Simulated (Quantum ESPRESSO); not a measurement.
# Band edges of AlP(110) under the vacuum level, part 4 of 6

How deep do the band edges lie under the vacuum at AlP(110), and what does relaxation change?

Quantum ESPRESSO 7.5; plane-wave DFT, PBE, GBRV ultrasoft pseudopotentials.

So far. Step 7 (Electrostatic potential of the relaxed slab): The vacuum is flat to 0.1 meV/Å, so its level is well defined. Inside the slab the curve depends on the local part of the pseudopotentials; only the vacuum level has a meaning of its own. Step 8 (Planar and running averages): Where the running mean is not flat inside, average.x's window, rounded to the grid, doesn't match the spacings there.

## 9. Projected density of states of the relaxed slab

Layer by layer, the projected DOS shows whether surface states reach into the gap.

pdos.in

```
&projwfc
  prefix = 'scf'
  outdir = './out'
  filpdos = 'pdos'
  Emin = -2.903
  Emax = 3.097
  DeltaE = 0.05
  ngauss = 0
  degauss = 0.006
/
```

Launch:

```
> OMP_NUM_THREADS=1 mpirun -n 4 projwfc.x -in pdos.in > pdos.out
```

Output:

```text
[banner, memory and clock lines left out]
Program PROJWFC v.7.5 starts

          URL

     ./out/scf.save/

     IMPORTANT: XC functional enforced from input :
     Exchange-correlation= PBE
                           (   1   4   3   4   0   0   0)
     Any further DFT definition will be discarded
     Please, verify this is what you really want

     negative rho (up, down):  5.291E-04 0.000E+00

     Gaussian broadening (read from input): ngauss,degauss=   0    0.006000

     Calling projwave ....
     one sub-group per band group will be used

     linear algebra parallelized on   4 procs

  Problem Sizes
  natomwfc =           72
  nx       =           36
  nbnd     =           44
  nkstot   =           12
  npwx     =         4983
  nkb      =          243

     Atomic states used for projection
     (read from pseudopotential files):

     state #   1: atom   1 (Al ), wfc  1 (l=0 m= 1)
     state #   2: atom   1 (Al ), wfc  2 (l=1 m= 1)
     state #   3: atom   1 (Al ), wfc  2 (l=1 m= 2)
     state #   4: atom   1 (Al ), wfc  2 (l=1 m= 3)
     state #   5: atom   2 (P  ), wfc  1 (l=0 m= 1)
     state #   6: atom   2 (P  ), wfc  2 (l=1 m= 1)
     state #   7: atom   2 (P  ), wfc  2 (l=1 m= 2)
     state #   8: atom   2 (P  ), wfc  2 (l=1 m= 3)
     state #   9: atom   3 (Al ), wfc  1 (l=0 m= 1)
     state #  10: atom   3 (Al ), wfc  2 (l=1 m= 1)
     state #  11: atom   3 (Al ), wfc  2 (l=1 m= 2)
     state #  12: atom   3 (Al ), wfc  2 (l=1 m= 3)
     state #  13: atom   4 (P  ), wfc  1 (l=0 m= 1)
     state #  14: atom   4 (P  ), wfc  2 (l=1 m= 1)
     state #  15: atom   4 (P  ), wfc  2 (l=1 m= 2)
     state #  16: atom   4 (P  ), wfc  2 (l=1 m= 3)
     state #  17: atom   5 (Al ), wfc  1 (l=0 m= 1)
     state #  18: atom   5 (Al ), wfc  2 (l=1 m= 1)
     state #  19: atom   5 (Al ), wfc  2 (l=1 m= 2)
     state #  20: atom   5 (Al ), wfc  2 (l=1 m= 3)
     state #  21: atom   6 (P  ), wfc  1 (l=0 m= 1)
     state #  22: atom   6 (P  ), wfc  2 (l=1 m= 1)
     state #  23: atom   6 (P  ), wfc  2 (l=1 m= 2)
     state #  24: atom   6 (P  ), wfc  2 (l=1 m= 3)
     state #  25: atom   7 (Al ), wfc  1 (l=0 m= 1)
     state #  26: atom   7 (Al ), wfc  2 (l=1 m= 1)
     state #  27: atom   7 (Al ), wfc  2 (l=1 m= 2)
     state #  28: atom   7 (Al ), wfc  2 (l=1 m= 3)
     state #  29: atom   8 (P  ), wfc  1 (l=0 m= 1)
     state #  30: atom   8 (P  ), wfc  2 (l=1 m= 1)
     state #  31: atom   8 (P  ), wfc  2 (l=1 m= 2)
     state #  32: atom   8 (P  ), wfc  2 (l=1 m= 3)
     state #  33: atom   9 (Al ), wfc  1 (l=0 m= 1)
     state #  34: atom   9 (Al ), wfc  2 (l=1 m= 1)
     state #  35: atom   9 (Al ), wfc  2 (l=1 m= 2)
     state #  36: atom   9 (Al ), wfc  2 (l=1 m= 3)
     state #  37: atom  10 (P  ), wfc  1 (l=0 m= 1)
     state #  38: atom  10 (P  ), wfc  2 (l=1 m= 1)
     state #  39: atom  10 (P  ), wfc  2 (l=1 m= 2)
     state #  40: atom  10 (P  ), wfc  2 (l=1 m= 3)
     state #  41: atom  11 (Al ), wfc  1 (l=0 m= 1)
     state #  42: atom  11 (Al ), wfc  2 (l=1 m= 1)
     state #  43: atom  11 (Al ), wfc  2 (l=1 m= 2)
     state #  44: atom  11 (Al ), wfc  2 (l=1 m= 3)
     state #  45: atom  12 (P  ), wfc  1 (l=0 m= 1)
     state #  46: atom  12 (P  ), wfc  2 (l=1 m= 1)
     state #  47: atom  12 (P  ), wfc  2 (l=1 m= 2)
     state #  48: atom  12 (P  ), wfc  2 (l=1 m= 3)
     state #  49: atom  13 (Al ), wfc  1 (l=0 m= 1)
     state #  50: atom  13 (Al ), wfc  2 (l=1 m= 1)
     state #  51: atom  13 (Al ), wfc  2 (l=1 m= 2)
     state #  52: atom  13 (Al ), wfc  2 (l=1 m= 3)
     state #  53: atom  14 (P  ), wfc  1 (l=0 m= 1)
     state #  54: atom  14 (P  ), wfc  2 (l=1 m= 1)
     state #  55: atom  14 (P  ), wfc  2 (l=1 m= 2)
     state #  56: atom  14 (P  ), wfc  2 (l=1 m= 3)
     state #  57: atom  15 (Al ), wfc  1 (l=0 m= 1)
     state #  58: atom  15 (Al ), wfc  2 (l=1 m= 1)
     state #  59: atom  15 (Al ), wfc  2 (l=1 m= 2)
     state #  60: atom  15 (Al ), wfc  2 (l=1 m= 3)
     state #  61: atom  16 (P  ), wfc  1 (l=0 m= 1)
     state #  62: atom  16 (P  ), wfc  2 (l=1 m= 1)
     state #  63: atom  16 (P  ), wfc  2 (l=1 m= 2)
     state #  64: atom  16 (P  ), wfc  2 (l=1 m= 3)
     state #  65: atom  17 (Al ), wfc  1 (l=0 m= 1)
     state #  66: atom  17 (Al ), wfc  2 (l=1 m= 1)
     state #  67: atom  17 (Al ), wfc  2 (l=1 m= 2)
     state #  68: atom  17 (Al ), wfc  2 (l=1 m= 3)
     state #  69: atom  18 (P  ), wfc  1 (l=0 m= 1)
     state #  70: atom  18 (P  ), wfc  2 (l=1 m= 1)
     state #  71: atom  18 (P  ), wfc  2 (l=1 m= 2)
     state #  72: atom  18 (P  ), wfc  2 (l=1 m= 3)

[... projections of each state ...]
Lowdin Charges:

     Atom #   1: total charge =   2.4671, s =  0.9260,
     Atom #   1: total charge =   2.4671, p =  1.5411, pz=  0.4126, px=  0.4957, py=  0.6328,
     Atom #   2: total charge =   5.3851, s =  1.5066,
     Atom #   2: total charge =   5.3851, p =  3.8786, pz=  1.3456, px=  1.3321, py=  1.2010,
     Atom #   3: total charge =   2.6205, s =  0.8505,
     Atom #   3: total charge =   2.6205, p =  1.7700, pz=  0.5934, px=  0.5926, py=  0.5840,
     Atom #   4: total charge =   5.3491, s =  1.3787,
     Atom #   4: total charge =   5.3491, p =  3.9705, pz=  1.3327, px=  1.2959, py=  1.3418,
     Atom #   5: total charge =   2.6103, s =  0.8593,
     Atom #   5: total charge =   2.6103, p =  1.7510, pz=  0.5805, px=  0.5872, py=  0.5834,
     Atom #   6: total charge =   5.3507, s =  1.3835,
     Atom #   6: total charge =   5.3507, p =  3.9672, pz=  1.3254, px=  1.3277, py=  1.3141,
     Atom #   7: total charge =   2.5986, s =  0.8599,
     Atom #   7: total charge =   2.5986, p =  1.7387, pz=  0.5812, px=  0.5788, py=  0.5786,
     Atom #   8: total charge =   5.3391, s =  1.3690,
     Atom #   8: total charge =   5.3391, p =  3.9701, pz=  1.3207, px=  1.3220, py=  1.3274,
     Atom #   9: total charge =   2.5987, s =  0.8592,
     Atom #   9: total charge =   2.5987, p =  1.7395, pz=  0.5796, px=  0.5801, py=  0.5799,
     Atom #  10: total charge =   5.3438, s =  1.3714,
     Atom #  10: total charge =   5.3438, p =  3.9725, pz=  1.3232, px=  1.3240, py=  1.3252,
     Atom #  11: total charge =   2.5986, s =  0.8599,
     Atom #  11: total charge =   2.5986, p =  1.7387, pz=  0.5812, px=  0.5788, py=  0.5786,
     Atom #  12: total charge =   5.3391, s =  1.3690,
     Atom #  12: total charge =   5.3391, p =  3.9701, pz=  1.3207, px=  1.3220, py=  1.3274,
     Atom #  13: total charge =   2.6103, s =  0.8593,
     Atom #  13: total charge =   2.6103, p =  1.7510, pz=  0.5805, px=  0.5872, py=  0.5834,
     Atom #  14: total charge =   5.3507, s =  1.3835,
     Atom #  14: total charge =   5.3507, p =  3.9672, pz=  1.3254, px=  1.3277, py=  1.3141,
     Atom #  15: total charge =   2.6205, s =  0.8505,
     Atom #  15: total charge =   2.6205, p =  1.7700, pz=  0.5934, px=  0.5926, py=  0.5840,
     Atom #  16: total charge =   5.3491, s =  1.3787,
     Atom #  16: total charge =   5.3491, p =  3.9705, pz=  1.3327, px=  1.2959, py=  1.3418,
     Atom #  17: total charge =   2.4671, s =  0.9260,
     Atom #  17: total charge =   2.4671, p =  1.5411, pz=  0.4126, px=  0.4957, py=  0.6328,
     Atom #  18: total charge =   5.3851, s =  1.5066,
     Atom #  18: total charge =   5.3851, p =  3.8786, pz=  1.3456, px=  1.3321, py=  1.2010,
     Spilling Parameter:   0.0086
```

The job ended after 2.2 s (4 MPI ranks of Arm Neoverse V2, shared host; peak memory 0.34 GiB; 8.7 s of CPU time).

Numbers from this step:

| Property | Result |
| --- | --- |
| spilling of the projection | 0.0086 |

The density of states has structure finer than the step of the table below, so its rows give means over 0.2 eV, whole bins alone (the curve runs from -3.00 to 3.00 eV). Peaks (eV: height): -2.45: 13.2, -2.25: 12.4, -1.60: 18.6, -1.20: 17.3, -0.85: 16.1, -0.35: 13.6, 2.95: 9.92.

Gaussian width 0.006 Ry; cut where the computed bands begin to run out. Density of states against energy, zero at the highest filled level of the SCF mesh; means over each step:

| energy (eV) | density of states (states/eV a cell) |
| --- | --- |
| -2.8 | 9.17 |
| -2.6 | 11.1 |
| -2.4 | 11.4 |
| -2.2 | 11.0 |
| -2.0 | 12.6 |
| -1.8 | 15.1 |
| -1.6 | 16.6 |
| -1.4 | 13.5 |
| -1.2 | 15.7 |
| -1.0 | 14.3 |
| -0.8 | 13.4 |
| -0.6 | 7.71 |
| -0.4 | 12.8 |
| -0.2 | 10.1 |
| 0.0 | 1.78 |
| 0.2 | 0.0243 |
| 0.4 | 0 |
| 0.6 | 0 |
| 0.8 | 0 |
| 1.0 | 0.0237 |
| 1.2 | 0.487 |
| 1.4 | 0.322 |
| 1.6 | 0.209 |
| 1.8 | 3.15 |
| 2.0 | 2.95 |
| 2.2 | 3.51 |
| 2.4 | 3.73 |
| 2.6 | 8.02 |
| 2.8 | 8.13 |

Projected DOS an atom over height of the atomic layer and energy from the highest filled level of the SCF mesh. Columns are the atomic layers from the bottom up.

Ten even steps from '_' (0.00 states/eV) to '@' (2.66 states/eV), each cell a mean:
```
..==..............==..
__==..............==__
__..______________..__
__::______________::__
__::______________::__
______________________
______________________
______________________
______________________
______________________
______________________
==__....__..__....__==
@@..::..........::..@@
==__..::......::..__==
++..::::------::::..++
**..--::::::::::--..**
==..--::------::--..==
--..--------------..--
::..::::::::::::::..::
::..::::::::::::::..::
....::::::::::::::....
....::..........::....
```
Columns: height of the atomic layer (Å) from 7.83 to 23.8 (not evenly spaced); rows upwards: energy from the highest filled level of the SCF mesh (eV) from -3.00 to 3.00.

Löwdin valence electrons by atom:

| atom | Löwdin valence electrons (e) |
| --- | --- |
| Al1 | 2.47 |
| P2 | 5.39 |
| Al3 | 2.62 |
| P4 | 5.35 |
| Al5 | 2.61 |
| P6 | 5.35 |
| Al7 | 2.60 |
| P8 | 5.34 |
| Al9 | 2.60 |
| P10 | 5.34 |
| Al11 | 2.60 |
| P12 | 5.34 |
| Al13 | 2.61 |
| P14 | 5.35 |
| Al15 | 2.62 |
| P16 | 5.35 |
| Al17 | 2.47 |
| P18 | 5.39 |

The atomic orbitals miss 0.9 % of the occupied states; for empty states the projections can miss much more.

(Continued in part 5 of 6.)

[Logs are printed without paths, hosts, clocks, repeated set-up lines and the standing remarks that a program may print on its own settings, such as how far it seeks lower states.]

[Hosts, paths, dates, database ids (printed as entryN), source tags and the programs' standing remarks are cut or masked in the printed files.]

[Maps of the electrostatic potential energy from Ansatz leave out the sawtooth potential of an applied field or a dipole correction, so their vacuum need not be flat; planar profiles and work functions include it.]
